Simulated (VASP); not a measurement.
# BaTiO3 (R3m) in VASP: notebook, part 2 of 2

VASP 6.6.1.

**3. Relaxation of shape and atoms at fixed volume, PBEsol (a relaxed cell with its volume scaled by 0.98)**

INCAR reads:

```
SYSTEM = BaTiO3
ALGO = Fast
EDIFF = 1E-7
EDIFFG = -0.01
ENCUT = 600
GGA = PS
IBRION = 2
ISIF = 4
ISMEAR = 0
KPAR = 2
LASPH = .True.
LCHARG = .False.
LREAL = .False.
LWAVE = .False.
NELM = 80
NSW = 40
PREC = Accurate
SIGMA = 0.03
```

KPOINTS reads:

```
k-points
0
Gamma
  7 7 7
  0 0 0
```

POSCAR reads:

```
BaTiO3                                  
1.0
    2.8086402030      1.6215691772      2.3020765052
   -2.8086402030      1.6215691772      2.3020765052
    0.0000000000     -3.2431383545      2.3020765052
  Ba              Ti              O             
     1     1     3
Direct
     0.9980254370610444    0.9980254370610444    0.9980254370610444
     0.4859722336824824    0.4859722336824824    0.4859722336824824
     0.5093011343422549    0.5093011343422549    0.0166000605719614
     0.0166000605719614    0.5093011343422549    0.5093011343422549
     0.5093011343422549    0.0166000605719614    0.5093011343422549
```

Potentials or basis: VASP PAW PBE potentials, release 64 (Ba_sv, Ti_sv, O).

The run is started by

```
cat potpaw_PBE.64/Ba_sv/POTCAR potpaw_PBE.64/Ti_sv/POTCAR potpaw_PBE.64/O/POTCAR > POTCAR
mpirun -np 2 vasp_std > vasp.out
```

OUTCAR:

```text
SYSTEM = BaTiO3
   EDIFF = 1E-7
   EDIFFG = -0.01
   ENCUT = 600
   GGA = PS
   IBRION = 2
   ISIF = 4
   ISMEAR = 0
   LASPH = .True.
   LREAL = .False.
   NELM = 80
   NSW = 40
   PREC = Accurate

 ion  position               nearest neighbor table
   1  0.998  0.998  0.998-   3 2.75   4 2.75   5 2.75   4 2.81   5 2.81   5 2.81   4 2.81   3 2.81
                             3 2.81   3 2.88   4 2.88   5 2.88   2 3.37   2 3.41   2 3.41   2 3.41
   2  0.486  0.486  0.486-   4 1.87   5 1.87   3 1.87   5 2.11   4 2.11   3 2.11   1 3.37   1 3.41
                             1 3.41   1 3.41   1 3.47   1 3.47   1 3.47   1 3.54
   3  0.509  0.509  0.017-   2 1.87   2 2.11   1 2.75   1 2.81   1 2.81   1 2.88
   4  0.017  0.509  0.509-   2 1.87   2 2.11   1 2.75   1 2.81   1 2.81   1 2.88
   5  0.509  0.017  0.509-   2 1.87   2 2.11   1 2.75   1 2.81   1 2.81   1 2.88

  LATTYP: Found a trigonal (rhomboedric) cell.
 ALAT       =     3.9771224047
 COS(alpha) =     0.0025657048

  Lattice vectors:

 A1 = (   2.8086402030,   1.6215691772,   2.3020765052)
 A2 = (  -2.8086402030,   1.6215691772,   2.3020765052)
 A3 = (   0.0000000000,  -3.2431383545,   2.3020765052)

Analysis of symmetry for initial positions (statically):
=====================================================================
 Subroutine PRICEL returns:
 Original cell was already a primitive cell.

 Routine SETGRP: Setting up the symmetry group for a
 trigonal (rhombohedral) supercell.

 Subroutine GETGRP returns: Found  6 space group operations
 (whereof  6 operations were pure point group operations)
 out of a pool of 12 trial point group operations.

The static configuration has the point symmetry C_3v.

Analysis of symmetry for dynamics (positions and initial velocities):
=====================================================================
 Subroutine PRICEL returns:
 Original cell was already a primitive cell.

[... 142 lines left out ...]
   LEPSILON=     F    determine dielectric tensor
   LRPA    =     F    only Hartree local field effects (RPA)
 conjugate gradient relaxation of ions
 non-spin polarized calculation
 RMM-DIIS sequential band-by-band and
 Gauss-broadening in eV      SIGMA  =   0.03
  energy-cutoff  :      600.00
  volume of cell :       62.91
 maximum number of plane-waves:      2114
   NGX = 15   NGY = 15   NGZ = 15

--------------------------------------- Ionic step        1  -------------------------------------------

 number of electron      39.9999998 magnetization

 Free energy of the ion-electron system (eV)
  ---------------------------------------------------
  ext. energy  EPLUGINS =         0.00000000
  ---------------------------------------------------
  free energy    TOTEN  =       -41.99748914 eV

  energy without entropy =      -41.99748914  energy(sigma->0) =      -41.99748914

------------------------ aborting loop because EDIFF is reached ----------------------------------------

  FORCE on cell =-STRESS in cart. coord.  units (eV):
  Direction    XX          YY          ZZ          XY          YZ          ZX
  --------------------------------------------------------------------------------------
  -------------------------------------------------------------------------------------
  Total        1.4713988      1.4713988      1.3713545      0.0000000     -0.0000000      0.0000000
  in kB       37.4747189     37.4747189     34.9267139      0.0000000     -0.0000000      0.0000000
  external PRESSURE =      36.6253839 kB  Pullay stress =       0.0000000 kB
[... 182 lines left out ...]
--------------------------------------- Ionic step        6  -------------------------------------------

 number of electron      40.0000009 magnetization

 Free energy of the ion-electron system (eV)
  ---------------------------------------------------
  ext. energy  EPLUGINS =         0.00000000
  ---------------------------------------------------
  free energy    TOTEN  =       -42.00174723 eV

  energy without entropy =      -42.00174723  energy(sigma->0) =      -42.00174723

 E-fermi :   3.9617     XC(G=0): -11.6085

 val. band max:        3.7403609964   @ k =   0.4286   0.4286   0.4286
 cond. band min:       5.9404730018   @ k =   0.0000   0.0000   0.0000
 fundamental gap:      2.2001120054
 Fermi energy:         3.9617476703

 k-point     1 :       0.0000    0.0000    0.0000
  band No.  band energies     occupation
      1     -52.2796      2.00000
      2     -28.6434      2.00000
      3     -28.6434      2.00000
      4     -28.6394      2.00000
      5     -20.9032      2.00000
      6     -13.0167      2.00000
[... 637 lines left out ...]
     23       7.7151      0.00000
     24       9.4288      0.00000

 [... further k-points ...]

------------------------ aborting loop because EDIFF is reached ----------------------------------------

  FORCE on cell =-STRESS in cart. coord.  units (eV):
  Direction    XX          YY          ZZ          XY          YZ          ZX
  --------------------------------------------------------------------------------------
  -------------------------------------------------------------------------------------
  Total        1.0370414      1.0370414      1.0462958     -0.0000000     -0.0000000      0.0000000
  in kB       26.4121713     26.4121713     26.6478686     -0.0000000     -0.0000000      0.0000000
  external PRESSURE =      26.4907370 kB  Pullay stress =       0.0000000 kB
[... 20 lines left out ...]
  FREE ENERGIE OF THE ION-ELECTRON SYSTEM (eV)
  ---------------------------------------------------
  free  energy   TOTEN  =       -42.0017472290 eV

  energy  without entropy=      -42.0017472290  energy(sigma->0) =      -42.00174723

 reached required accuracy - stopping structural energy minimisation
```

OSZICAR:

```text
N       E                     dE             d eps       ncg     rms          rms(c)
DAV:   1     0.486734343365E+03    0.48673E+03   -0.23227E+04  2112   0.201E+03
DAV:   2    -0.181360913142E+01   -0.48855E+03   -0.48018E+03  2688   0.522E+02
DAV:   3    -0.495472136646E+02   -0.47734E+02   -0.46541E+02  2976   0.152E+02
[... 141 lines left out ...]
RMM:   6    -0.420017463689E+02   -0.92868E-06   -0.12535E-05  3230   0.163E-02    0.111E-03
RMM:   7    -0.420017468476E+02   -0.47873E-06   -0.58157E-06  2695   0.101E-02    0.945E-04
RMM:   8    -0.420017470677E+02   -0.22003E-06   -0.25973E-06  2360   0.687E-03    0.583E-04
RMM:   9    -0.420017471819E+02   -0.11426E-06   -0.13278E-06  2132   0.520E-03    0.282E-04
RMM:  10    -0.420017472290E+02   -0.47070E-07   -0.72066E-07  2089   0.450E-03
   6 F= -.42001747E+02 E0= -.42001747E+02  d E =-.708315E-04
```

CONTCAR:

```text
BaTiO3
   1.00000000000000
     2.8102068411770404    1.6224736761673666    2.2995104907717598
    -2.8102068411770404    1.6224736761673666    2.2995104907717598
     0.0000000000000000   -3.2449473524415988    2.2995104907765569
  Ba              Ti              O
     1     1     3
Direct
     0.9991712089397509    0.9991712089397509    0.9991712089397505
     0.4891117091880720    0.4891117091880720    0.4891117091880712
     0.5085541570630673    0.5085541570630673    0.0138087677460340
     0.0138087677460337    0.5085541570630668    0.5085541570630675
     0.5085541570630668    0.0138087677460337    0.5085541570630675

  0.00000000E+00  0.00000000E+00  0.00000000E+00
  0.00000000E+00  0.00000000E+00  0.00000000E+00
  0.00000000E+00  0.00000000E+00  0.00000000E+00
  0.00000000E+00  0.00000000E+00  0.00000000E+00
  0.00000000E+00  0.00000000E+00  0.00000000E+00
```

Wall time 2.1 min (2 MPI ranks of Intel Xeon 6975P-C (Granite Rapids), shared host); peak memory 0.23 GiB.

What came out:

| Quantity | Value |
| --- | --- |
| Free energy | -42.0017 eV |
| Energy gained by relaxing | 0.9 meV/atom |
| Ionic steps | 6 |
| Pressure after relaxing | 2.6 GPa |
| Largest force after relaxing | 0.007 eV/Å |
| Band gap on the k mesh | 2.20 eV, indirect (least direct gap 2.43 eV) |

Forces on the atoms (eV/Å):
```
Ba   0.000  0.000  0.007
Ti   0.000  0.000 -0.004
O    0.000  0.004 -0.001
O   -0.003 -0.002 -0.001
O    0.003 -0.002 -0.001
```

Step by step:
| step | energy change (eV) | largest force (eV/Å) | pressure (GPa) |
| --- | --- | --- | --- |
| 1 | 0.0000 | 0.1947 | 3.66 |
| 2 | -0.0032 | 0.0859 | 3.09 |
| 3 | -0.0036 | 0.0458 | 2.83 |
| 4 | -0.0040 | 0.0313 | 2.77 |
| 5 | -0.0042 | 0.0195 | 2.69 |
| 6 | -0.0043 | 0.0072 | 2.65 |

Final structure:
```xyz
5
Lattice="2.8102 1.6225 2.2995 -2.8102 1.6225 2.2995 0.0000 -3.2449 2.2995" Properties=species:S:1:pos:R:3 pbc="T T T"
Ba    0.0000    0.0000    6.8928
Ti    0.0000    0.0000    3.3742
O     0.0000    1.6054    2.3706
O    -1.3903   -0.8027    2.3706
O     1.3903   -0.8027    2.3706
```

Caveat: the PAW data sets were made with another functional, which shifts forces and pressure a little; spin-orbit coupling is left out, which moves the levels of the heavy elements; an odd mesh through Γ misses points on the zone boundary, where band edges often lie.

**4. Relaxation of shape and atoms at fixed volume, PBEsol**

INCAR is that of step 3.

KPOINTS is that of step 3.

Changes to POSCAR since step 3:

```diff
@@ -2,5 +2,5 @@
 1.0
-    2.8086402030      1.6215691772      2.3020765052
-   -2.8086402030      1.6215691772      2.3020765052
-    0.0000000000     -3.2431383545      2.3020765052
+    2.8276180773      1.6325260580      2.3176315481
+   -2.8276180773      1.6325260580      2.3176315481
+    0.0000000000     -3.2650521163      2.3176315481
   Ba              Ti              O
```

The run is started by

```
cat potpaw_PBE.64/Ba_sv/POTCAR potpaw_PBE.64/Ti_sv/POTCAR potpaw_PBE.64/O/POTCAR > POTCAR
mpirun -np 2 vasp_std > vasp.out
```

Run time: 56 s. Hardware: 2 MPI ranks of Intel Xeon 6975P-C (Granite Rapids), shared host; peak memory 0.23 GiB.

The run converged. Its results:

```yaml
Free_energy: -42.0147 eV
Pressure_after_relaxing: 0.0 GPa
Largest_force_after_relaxing: 0.005 eV/Å
Band_gap_on_the_k_mesh: 2.33 eV, indirect (least direct gap 2.65 eV)
```

Forces in eV/Å, atoms in the order of the input:
```
Ba   0.000  0.000 -0.003
Ti   0.000  0.000 -0.002
O    0.000  0.004  0.002
O   -0.004 -0.002  0.002
O    0.004 -0.002  0.002
```

Final structure:
```xyz
5
Lattice="2.8276 1.6325 2.3176 -2.8276 1.6325 2.3176 0.0000 -3.2651 2.3176" Properties=species:S:1:pos:R:3 pbc="T T T"
Ba    0.0000    0.0000    6.9392
Ti    0.0000    0.0000    3.3789
O     0.0000    1.6087    2.3992
O    -1.3932   -0.8043    2.3992
O     1.3932   -0.8043    2.3992
```

Levels at points of the mesh, in eV from the valence-band top:
| k point | band 17 | band 18 | band 19 | band 20 | band 21 | band 22 | band 23 | band 24 |
| --- | --- | --- | --- | --- | --- | --- | --- | --- |
| (0.00, 0.00, 0.00) | -1.03 | -0.45 | -0.32 | -0.32 | 2.33 | 2.41 | 4.95 | 5.00 |

Caveat: the relaxation stopped at its first step, so nothing moved; the PAW data sets were made with another functional, which shifts forces and pressure a little; spin-orbit coupling is left out, which moves the levels of the heavy elements; an odd mesh through Γ misses points on the zone boundary, where band edges often lie.

**5. Relaxation of shape and atoms at fixed volume, PBEsol (a relaxed cell with its volume scaled by 1.02)**

INCAR is that of step 4.

KPOINTS is that of step 4.

Changes to POSCAR since step 4:

```diff
@@ -2,5 +2,5 @@
 1.0
-    2.8276180773      1.6325260580      2.3176315481
-   -2.8276180773      1.6325260580      2.3176315481
-    0.0000000000     -3.2650521163      2.3176315481
+    2.8463445706      1.6433378040      2.3329805487
+   -2.8463445706      1.6433378040      2.3329805487
+    0.0000000000     -3.2866756081      2.3329805487
   Ba              Ti              O
```

The run is started by

```
cat potpaw_PBE.64/Ba_sv/POTCAR potpaw_PBE.64/Ti_sv/POTCAR potpaw_PBE.64/O/POTCAR > POTCAR
mpirun -np 2 vasp_std > vasp.out
```

Wall time 1.9 min (2 MPI ranks of Intel Xeon 6975P-C (Granite Rapids), shared host); peak memory 0.24 GiB.

It converged, with:

```
Free energy                  : -42.0084 eV
Energy gained by relaxing    : 0.9 meV/atom
Ionic steps                  : 6
Pressure after relaxing      : -2.2 GPa
Largest force after relaxing : 0.009 eV/Å
Band gap on the k mesh       : 2.47 eV, indirect (least direct gap 2.87 eV)
```

Forces in eV/Å, atoms in the order of the input:
```
Ba   0.000  0.000 -0.008
Ti   0.000  0.000  0.009
O    0.000 -0.005  0.000
O    0.004  0.002  0.000
O   -0.004  0.002  0.000
```

The path:
```
step  energy change (eV)  largest force (eV/Å)  pressure (GPa)
   1              0.0000                0.1878           -3.26
   2             -0.0031                0.1037           -2.71
   3             -0.0038                0.0438           -2.29
   4             -0.0041                0.0338           -2.24
   5             -0.0042                0.0258           -2.17
   6             -0.0043                0.0095           -2.18
```

Final structure:
```cif
data_structure
_symmetry_space_group_name_H-M 'P 1'
_symmetry_Int_Tables_number 1
_cell_length_a 4.0305
_cell_length_b 4.0305
_cell_length_c 4.0305
_cell_angle_alpha 89.788
_cell_angle_beta 89.788
_cell_angle_gamma 89.788
_cell_volume 65.48
loop_
_atom_site_label
_atom_site_type_symbol
_atom_site_fract_x
_atom_site_fract_y
_atom_site_fract_z
_atom_site_occupancy
Ba1 Ba 0.99676 0.99676 0.99676 1
Ti1 Ti 0.48307 0.48307 0.48307 1
O1 O 0.51007 0.51007 0.01922 1
O2 O 0.01922 0.51007 0.51008 1
O3 O 0.51007 0.01922 0.51008 1
```

Levels at points of the mesh, in eV from the valence-band top:
```
           k point  band 16  band 17  band 18  band 19  band 20  band 21  band 22  band 23  band 24
(0.00, 0.00, 0.00)    -1.28    -0.99    -0.55    -0.40    -0.40     2.47     2.47     2.63     4.54
```

Caveat: the PAW data sets were made with another functional, which shifts forces and pressure a little; spin-orbit coupling is left out, which moves the levels of the heavy elements; an odd mesh through Γ misses points on the zone boundary, where band edges often lie.

**6. Summary**

```csv
cell,gap on the mesh (eV),pressure (GPa),largest force (eV/Å)
atoms relaxed at fixed volume from: a relaxed cell with its volume scaled by 0.96,2.07,5.8,0.01
atoms relaxed at fixed volume from: a relaxed cell with its volume scaled by 0.98,2.20,2.6,0.01
atoms relaxed at fixed volume,2.33,0.0,-
atoms relaxed at fixed volume from: a relaxed cell with its volume scaled by 1.02,2.47,-2.2,0.01
```

Alike in all rows: task relaxation of shape and atoms at fixed volume; level PBEsol; potentials or basis VASP PAW PBE potentials, release 64 (Ba_sv, Ti_sv, O); no spin polarisation; k mesh 7 × 7 × 7; cutoff (eV) 600; smearing gaussian 0.03 eV.

Caveats: the PAW data sets were made with another functional, which shifts forces and pressure a little; spin-orbit coupling is left out, which moves the levels of the heavy elements; an odd mesh through Γ misses points on the zone boundary, where band edges often lie; the relaxation stopped at its first step, so nothing moved (some runs).

Absolute energies hang on the potentials; compare differences alone.
